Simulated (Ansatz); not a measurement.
# Zn, omega (AlB2-type): how the functional moves the structure

All rows: Ansatz, plane waves with scalar-relativistic PAW, 420 eV (500 eV for the SCAN forms), relaxed under each functional, no dispersion correction, no zero-point motion. B₀ comes from uniform scaling at fixed shape; a dash is a value not given.

| functional | V (Å³/atom) | cell | B₀ (GPa) | magnetic state | ΔE to hcp (meV/atom) |
| --- | --- | --- | --- | --- | --- |
| PBE | 15.59 | a = 4.484 Å, c = 2.686 Å (c/a = 0.599) | 63 | spin not included | 97 |
| r²SCAN | 14.65 | a = 4.353 Å, c = 2.678 Å (c/a = 0.615) | 82 | spin not included | 115 |
| PBEsol | 14.51 | a = 4.352 Å, c = 2.654 Å (c/a = 0.610) | 81 | spin not included | 107 |
| LDA | 13.87 | a = 4.289 Å, c = 2.612 Å (c/a = 0.609) | 94 | spin not included | 115 |
| revPBE | 16.14 | a = 4.538 Å, c = 2.715 Å (c/a = 0.598) | 55 | spin not included | 91 |
| RPBE | 16.36 | a = 4.556 Å, c = 2.731 Å (c/a = 0.599) | 52 | spin not included | 89 |
| BLYP | 17.67 | a = 4.775 Å, c = 2.685 Å (c/a = 0.562) | 34 | spin not included | 99 |

LDA gives the smallest volume and BLYP the largest.
